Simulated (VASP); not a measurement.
# Ca (Im-3m) in VASP: settings compared

Aim: see how the results for Ca move with the level of theory and the settings. Levels: revPBE, BLYP, AM05. Tasks: relaxation of cell and atoms.

All numbers are computed with VASP 6.6.1; they aren't measurements. Logs are shortened: lines on timing, memory, paths and dates and some standing lists are left out, and cuts for length are marked.

## (1) Starting point

Symmetry: Im-3m, No. 229, cubic system. Conventional cell: a = 4.480 Å, b = 4.480 Å, c = 4.480 Å, α = 90.00°, β = 90.00°, γ = 90.00°. Around Ca (site symmetry m-3m) lie 8 Ca at 3.88 Å.

This isn't the form of Ca at room conditions, which is fcc.

## (2) Relaxation of cell and atoms, revPBE

File INCAR:

```
SYSTEM = Ca
ALGO = Normal
EDIFF = 1E-6
EDIFFG = -0.02
ENCUT = 600
GGA = RE
IBRION = 2
ISIF = 3
ISMEAR = -1
LASPH = .TRUE.
LCHARG = .FALSE.
LREAL = .FALSE.
LWAVE = .FALSE.
NELM = 60
NSW = 40
PREC = Accurate
SIGMA = 0.05
```

File KPOINTS:

```
k-points
0
G
  8 8 8
  0 0 0
```

File POSCAR:

```
Ca
1.0
   -2.2400000000      2.2400000000      2.2400000000
    2.2400000000     -2.2400000000      2.2400000000
    2.2400000000      2.2400000000     -2.2400000000
Ca
1
Direct
    0.0000000000      0.0000000000      0.0000000000
```

Potentials or basis: VASP PAW PBE potentials, release 64 (Ca_sv).

Launch:

```
> cat potpaw_PBE.64/Ca_sv/POTCAR > POTCAR
> mpirun -np 1 vasp_std > vasp.out
```

OUTCAR:

```text
SYSTEM = Ca
   EDIFF = 1E-6
   EDIFFG = -0.02
   ENCUT = 600
   GGA = RE
   IBRION = 2
   ISIF = 3
   ISMEAR = -1
   LASPH = .TRUE.
   LREAL = .FALSE.
   NELM = 60
   NSW = 40
   PREC = Accurate

 ion  position               nearest neighbor table
   1  0.000  0.000  0.000-

  LATTYP: Found a body centered cubic cell.
 ALAT       =     4.4800000000

  Lattice vectors:

 A1 = (  -2.2400000000,   2.2400000000,   2.2400000000)
 A2 = (   2.2400000000,  -2.2400000000,   2.2400000000)
 A3 = (   2.2400000000,   2.2400000000,  -2.2400000000)

Analysis of symmetry for initial positions (statically):
=====================================================================
 Subroutine PRICEL returns:
 Original cell was already a primitive cell.

 Routine SETGRP: Setting up the symmetry group for a
 body centered cubic supercell.

 Subroutine GETGRP returns: Found 48 space group operations
 (whereof 48 operations were pure point group operations)
 out of a pool of 48 trial point group operations.

The static configuration has the point symmetry O_h .

Analysis of symmetry for dynamics (positions and initial velocities):
=====================================================================
 Subroutine PRICEL returns:
 Original cell was already a primitive cell.

 Routine SETGRP: Setting up the symmetry group for a
 body centered cubic supercell.

 Subroutine GETGRP returns: Found 48 space group operations
 (whereof 48 operations were pure point group operations)
 out of a pool of 48 trial point group operations.

The dynamic configuration has the point symmetry O_h .

 Subroutine INISYM returns: Found 48 space group operations
 (whereof 48 operations are pure point group operations),
 and found     1 'primitive' translations

----------------------------------------------------------------------------------------

                                     Primitive cell

  volume of cell :      44.9577

  direct lattice vectors                    reciprocal lattice vectors
    -2.240000000  2.240000000  2.240000000     0.000000000  0.223214286  0.223214286
     2.240000000 -2.240000000  2.240000000     0.223214286  0.000000000  0.223214286
     2.240000000  2.240000000 -2.240000000     0.223214286  0.223214286  0.000000000

  length of vectors
     3.879793809  3.879793809  3.879793809     0.315672670  0.315672670  0.315672670

  position of ions in fractional coordinates (direct lattice)
     0.000000000  0.000000000  0.000000000

  ion indices of the primitive-cell ions
   primitive index   ion index
                 1           1

----------------------------------------------------------------------------------------

 KPOINTS: k-points

Automatic generation of k-mesh.
 Grid dimensions read from file:
 generate k-points for:    8    8    8

 Generating k-lattice:

  Cartesian coordinates                     Fractional coordinates (reciprocal lattice)
     0.000000000  0.027901786  0.027901786     0.125000000  0.000000000  0.000000000
     0.027901786  0.000000000  0.027901786     0.000000000  0.125000000  0.000000000
     0.027901786  0.027901786  0.000000000     0.000000000  0.000000000  0.125000000

  Length of vectors
     0.039459084  0.039459084  0.039459084

  Shift w.r.t. Gamma in fractional coordinates (k-lattice)
     0.000000000  0.000000000  0.000000000

 Subroutine IBZKPT returns following result:
 ===========================================

 Found     29 irreducible k-points:

 Following reciprocal coordinates:
            Coordinates               Weight
  0.000000  0.000000  0.000000      1.000000
  0.125000  0.000000  0.000000     12.000000
  0.250000  0.000000  0.000000     12.000000
  0.375000  0.000000  0.000000     12.000000
  0.500000  0.000000  0.000000      6.000000
  0.125000  0.125000  0.000000     24.000000
[... 16 lines left out ...]
 -0.250000  0.250000  0.250000      6.000000
 -0.375000  0.375000  0.250000     24.000000
 [... further k-points ...]
   k-points           NKPTS =     29   k-points in BZ     NKDIM =     29   number of bands    NBANDS=      9
   number of dos      NEDOS =    301   number of ions     NIONS =      1
   total plane-waves  NPLWV =  32768
   dimension x,y,z NGX =    32 NGY =   32 NGZ =   32
   dimension x,y,z NGXF=    64 NGYF=   64 NGZF=   64
   ions per type =               1
   NGX,Y,Z   is equivalent  to a cutoff of  13.71, 13.71, 13.71 a.u.
   NGXF,Y,Z  is equivalent  to a cutoff of  27.42, 27.42, 27.42 a.u.
 SYSTEM =  Ca
   PREC   = accura    normal or accurate (medium, high low for compatibility)
   ISTART =      0    job   : 0-new  1-cont  2-samecut
   ICHARG =      2    charge: 1-file 2-atom 10-const
   ISPIN  =      1    spin polarized calculation?
   LNONCOLLINEAR =      F non collinear calculations
   LSORBIT =      F    spin-orbit coupling
   LASPH  =      T    aspherical Exc in radial PAW
   ENCUT  =  600.0 eV  44.10 Ry    6.64 a.u.   7.75  7.75  7.75*2*pi/ulx,y,z
   NELM   =     60;   NELMIN=  2; NELMDL= -5     # of ELM steps
   EDIFF  = 0.1E-05   stopping-criterion for ELM
   LREAL  =      F    real-space projection
   EDIFFG = -.2E-01   stopping-criterion for IOM
   NSW    =     40    number of steps for IOM
   IBRION =      2    ionic relax: 0-MD 1-quasi-New 2-CG
   NFREE  =      1    steps in history (QN), initial steepest desc. (CG)
   ISIF   =      3    stress and relaxation
   ISYM   =      2    0-nonsym 1-usesym 2-fastsym
   POTIM  = 0.5000    time-step for ionic-motion
   TEBEG  =    0.0;   TEEND  =   0.0 temperature during run
   PSTRESS=    0.0 pullay stress
   NELECT =      10.0000    total number of electrons
   NUPDOWN=      -1.0000    fix difference up-down
   EMIN   =  10.00;   EMAX   =-10.00  energy-range for DOS
   EFERMI =   0.00;   METHOD = LEGACY
   ISMEAR =    -1;   SIGMA  =   0.05  broadening in eV -4-tet -1-fermi 0-gaus
   EFERMI_NEDOS =   21; number of points for ismear=-14 and -15
   IALGO  =     38    algorithm
   IMIX   =      4    mixing-type and parameters
     AMIX     =   0.40;   BMIX     =  1.00
     AMIX_MAG =   1.60;   BMIX_MAG =  1.00
  volume/ion in A,a.u.               =      44.96       303.39
  Fermi-wavevector in a.u.,A,eV,Ry     =   0.991913  1.874443 13.386649  0.983891
  Thomas-Fermi vector in A             =   2.123688
   LORBIT       =      0    0 simple, 1 ext, 2 COOP (PROOUT), +10 PAW based schemes
   GGA     = RE    functional components
   LHFCALC =     F    Hartree Fock is set to
   AEXX    =    0.0000 exact exchange contribution
   IVDW    =     0    specifies the selected vdW correction
   LEPSILON=     F    determine dielectric tensor
   LRPA    =     F    only Hartree local field effects (RPA)
 conjugate gradient relaxation of ions
 non-spin polarized calculation
  energy-cutoff  :      600.00
  volume of cell :       44.96
 maximum number of plane-waves:      1509
   NGX = 15   NGY = 15   NGZ = 15

--------------------------------------- Ionic step        1  -------------------------------------------

 number of electron      10.0000000 magnetization

 Free energy of the ion-electron system (eV)
  ---------------------------------------------------
  ext. energy  EPLUGINS =         0.00000000
  ---------------------------------------------------
  free energy    TOTEN  =        -1.75256551 eV

  energy without entropy =       -1.73915765  energy(sigma->0) =       -1.74586158

------------------------ aborting loop because EDIFF is reached ----------------------------------------

  FORCE on cell =-STRESS in cart. coord.  units (eV):
  Direction    XX          YY          ZZ          XY          YZ          ZX
  --------------------------------------------------------------------------------------
  -------------------------------------------------------------------------------------
  Total       -0.0856227     -0.0856227     -0.0856227     -0.0000000      0.0000000      0.0000000
  in kB       -3.0513733     -3.0513733     -3.0513733     -0.0000000      0.0000000      0.0000000
  external PRESSURE =      -3.0513733 kB  Pullay stress =       0.0000000 kB
[... 55 lines left out ...]
  energy  without entropy=       -1.7398125038  energy(sigma->0) =       -1.74655639

--------------------------------------- Ionic step        3  -------------------------------------------

 number of electron       9.9999999 magnetization

 Free energy of the ion-electron system (eV)
  ---------------------------------------------------
  ext. energy  EPLUGINS =         0.00000000
  ---------------------------------------------------
  free energy    TOTEN  =        -1.75341687 eV

  energy without entropy =       -1.73989070  energy(sigma->0) =       -1.74665379

 E-fermi :   1.8933     XC(G=0):  -7.5035

 val. band max:        1.8845082219   @ k =   0.5000   0.5000   0.2500
 cond. band min:       1.8983097873   @ k =   0.5000   0.5000   0.2500
 fundamental gap:      0.0138015654
 Fermi energy:         1.8933126541

 k-point     1 :       0.0000    0.0000    0.0000
  band No.  band energies     occupation
      1     -40.3368      2.00000
      2     -21.2136      2.00000
      3     -21.2136      2.00000
      4     -21.2136      2.00000
      5      -2.0643      2.00000
      6       4.1931      0.00000
      7       4.1931      0.00000
      8       4.1931      0.00000
      9       5.1942      0.00000
[... 265 lines left out ...]
 k-point    24 :      -0.3750    0.3750    0.2500
  band No.  band energies     occupation
      1     -40.3220      2.00000
      2     -21.3013      2.00000
      3     -21.2700      2.00000
      4     -21.2577      2.00000
      5       0.9011      2.00000
      6       2.6618      0.00000
      7       4.0290      0.00000
      8       4.2030      0.00000
      9       5.2427      0.00000

 [... further k-points ...]
[... 5 lines left out ...]
  --------------------------------------------------------------------------------------
  -------------------------------------------------------------------------------------
  Total       -0.0027044     -0.0027044     -0.0027044      0.0000000     -0.0000000      0.0000000
  in kB       -0.0982364     -0.0982364     -0.0982364      0.0000000     -0.0000000      0.0000000
  external PRESSURE =      -0.0982364 kB  Pullay stress =       0.0000000 kB
[... 16 lines left out ...]
  FREE ENERGIE OF THE ION-ELECTRON SYSTEM (eV)
  ---------------------------------------------------
  free  energy   TOTEN  =        -1.7534168713 eV

  energy  without entropy=       -1.7398907016  energy(sigma->0) =       -1.74665379

 reached required accuracy - stopping structural energy minimisation
```

It took 14 s on 1 thread of Intel Xeon 6975P-C (Granite Rapids), shared host; peak memory 0.18 GiB.

Results:

| Quantity | Value |
| --- | --- |
| Free energy | -1.7534 eV |
| Relaxed volume | 44.11 Å³/atom |
| Relaxed cell | a = 3.855 Å, b = 3.855 Å, c = 3.855 Å, α = 109.47°, β = 109.47°, γ = 109.47° |
| Space group after relaxing (to 0.05 Å) | Im-3m (No. 229) |
| Energy gained by relaxing | 0.9 meV/atom |
| Ionic steps | 3 |
| Pressure after relaxing | 0.0 GPa |
| Band gap on the k mesh | none (metal or under the smearing width) |

Step by step:
```tsv
step	energy change (eV)	largest force (eV/Å)	pressure (GPa)	volume (Å³)
1	0.0000	0.0000	-0.31	44.96
2	-0.0007	0.0000	-0.11	44.40
3	-0.0009	0.0000	-0.01	44.11
```

Final structure:
```cif
data_structure
_symmetry_space_group_name_H-M 'P 1'
_symmetry_Int_Tables_number 1
_cell_length_a 3.8552
_cell_length_b 3.8552
_cell_length_c 3.8552
_cell_angle_alpha 109.471
_cell_angle_beta 109.471
_cell_angle_gamma 109.471
_cell_volume 44.11
loop_
_atom_site_label
_atom_site_type_symbol
_atom_site_fract_x
_atom_site_fract_y
_atom_site_fract_z
_atom_site_occupancy
Ca1 Ca 0.00000 0.00000 0.00000 1
```

Levels at points of the mesh, in eV from the Fermi level:
```csv
k point,band 1,band 2,band 3,band 4,band 5,band 6,band 7,band 8,band 9
"(0.00, 0.00, 0.00)",-42.23,-23.11,-23.11,-23.11,-3.96,2.30,2.30,2.30,3.30
"(0.50, 0.00, 0.00)",-42.22,-23.22,-23.15,-23.11,-0.83,-0.06,1.38,3.20,3.56
"(0.50, 0.50, 0.50)",-42.21,-23.19,-23.19,-23.19,0.13,0.13,3.78,3.78,3.78
```

Caveat: the PAW data sets were made with another functional, which shifts forces and pressure a little.

## (3) Relaxation of cell and atoms, BLYP

Changes to INCAR since step 2:

```diff
@@ -1,2 +1,6 @@
 SYSTEM = Ca
+AGGAC = 1.0
+AGGAX = 1.0
+ALDAC = 0.0
+ALDAX = 1.0
 ALGO = Normal
@@ -5,3 +9,3 @@
 ENCUT = 600
-GGA = RE
+GGA = B5
 IBRION = 2
```

KPOINTS is that of step 2.

POSCAR is that of step 2.

Potentials or basis: VASP PAW PBE potentials, release 64 (Ca_sv).

Launch:

```
> cat potpaw_PBE.64/Ca_sv/POTCAR > POTCAR
> mpirun -np 1 vasp_std > vasp.out
```

It took 38 s on 1 thread of Intel Xeon 6975P-C (Granite Rapids), shared host; peak memory 0.19 GiB.

The run converged. Its results:

- Free energy: -1.2326 eV
- Relaxed volume: 42.31 Å³/atom
- Relaxed cell: a = 3.802 Å, b = 3.802 Å, c = 3.802 Å, α = 109.47°, β = 109.47°, γ = 109.47°
- Space group after relaxing (to 0.05 Å): Im-3m (No. 229)
- Energy gained by relaxing: 7.0 meV/atom
- Ionic steps: 4
- Pressure after relaxing: 0.0 GPa
- Band gap on the k mesh: none (metal or under the smearing width)

The path:
```
step  energy change (eV)  largest force (eV/Å)  pressure (GPa)  volume (Å³)
   1              0.0000                0.0000           -0.84        44.96
   2             -0.0057                0.0000           -0.38        43.45
   3             -0.0069                0.0000            0.09        42.04
   4             -0.0070                0.0000            0.00        42.31
```

Final structure:
```
Ca
1.0
    -2.19510    2.19510    2.19510
     2.19510   -2.19510    2.19510
     2.19510    2.19510   -2.19510
Ca
1
Direct
  0.00000 0.00000 0.00000
```

Levels at points of the mesh, in eV from the Fermi level:
| k point | band 2 | band 3 | band 4 | band 5 | band 6 | band 7 | band 8 | band 9 |
| --- | --- | --- | --- | --- | --- | --- | --- | --- |
| (0.00, 0.00, 0.00) | -23.08 | -23.08 | -23.08 | -4.01 | 2.10 | 2.10 | 2.10 | 3.12 |
| (0.50, 0.00, 0.00) | -23.22 | -23.13 | -23.08 | -0.92 | 0.08 | 1.20 | 3.02 | 3.37 |
| (0.50, 0.50, 0.50) | -23.18 | -23.18 | -23.18 | -0.02 | -0.02 | 3.90 | 3.90 | 3.90 |

Caveat: the PAW data sets were made with another functional, which shifts forces and pressure a little.

## (4) Relaxation of cell and atoms, AM05

Changes to INCAR since step 3:

```diff
@@ -1,6 +1,2 @@
 SYSTEM = Ca
-AGGAC = 1.0
-AGGAX = 1.0
-ALDAC = 0.0
-ALDAX = 1.0
 ALGO = Normal
@@ -9,3 +5,3 @@
 ENCUT = 600
-GGA = B5
+GGA = AM
 IBRION = 2
```

KPOINTS is that of step 3.

POSCAR is that of step 3.

Launch:

```
> cat potpaw_PBE.64/Ca_sv/POTCAR > POTCAR
> mpirun -np 1 vasp_std > vasp.out
```

Run time: 19 s. Hardware: 1 thread of Intel Xeon 6975P-C (Granite Rapids), shared host; peak memory 0.18 GiB.

The run converged. Its results:

```yaml
Free_energy: -1.9949 eV
Relaxed_volume: 41.35 Å³/atom
Relaxed_cell: a = 3.773 Å, b = 3.773 Å, c = 3.773 Å, α = 109.47°, β = 109.47°, γ = 109.47°
Space_group_after_relaxing_to_0.05_Å: Im-3m (No. 229)
Energy_gained_by_relaxing: 15.0 meV/atom
Ionic_steps: 3
Pressure_after_relaxing: 0.0 GPa
Band_gap_on_the_k_mesh: none (metal or under the smearing width)
```

Step by step:
```csv
step,energy change (eV),largest force (eV/Å),pressure (GPa),volume (Å³)
1,0.0000,0.0000,-1.26,44.96
2,-0.0127,0.0000,-0.52,42.69
3,-0.0150,0.0000,-0.01,41.35
```

Final structure:
```cif
data_structure
_symmetry_space_group_name_H-M 'P 1'
_symmetry_Int_Tables_number 1
_cell_length_a 3.7732
_cell_length_b 3.7732
_cell_length_c 3.7732
_cell_angle_alpha 109.471
_cell_angle_beta 109.471
_cell_angle_gamma 109.471
_cell_volume 41.35
loop_
_atom_site_label
_atom_site_type_symbol
_atom_site_fract_x
_atom_site_fract_y
_atom_site_fract_z
_atom_site_occupancy
Ca1 Ca 0.00000 0.00000 0.00000 1
```

Levels at points of the mesh, in eV from the Fermi level:
```tsv
k point	band 3	band 4	band 5	band 6	band 7	band 8
(0.00, 0.00, 0.00)	-22.80	-22.80	-4.08	2.35	2.35	2.35
(0.50, 0.00, 0.00)	-22.85	-22.80	-0.89	0.01	1.36	3.34
(0.50, 0.50, 0.50)	-22.91	-22.91	0.05	0.05	4.02	4.02
```

Caveat: the PAW data sets were made with another functional, which shifts forces and pressure a little.

## (5) Overview

| level | gap on the mesh (eV) | pressure (GPa) | relaxed volume (Å³/atom) |
| --- | --- | --- | --- |
| revPBE | none | 0.0 | 44.11 |
| BLYP | none | 0.0 | 42.31 |
| AM05 | none | 0.0 | 41.35 |

Alike in all rows: task relaxation of cell and atoms; potentials or basis VASP PAW PBE potentials, release 64 (Ca_sv); no spin polarisation; cell relaxed; k mesh 8 × 8 × 8; cutoff (eV) 600; smearing fermi-dirac 0.05 eV.

Caveats: the PAW data sets were made with another functional, which shifts forces and pressure a little.

Absolute energies hang on the potentials; compare differences alone.
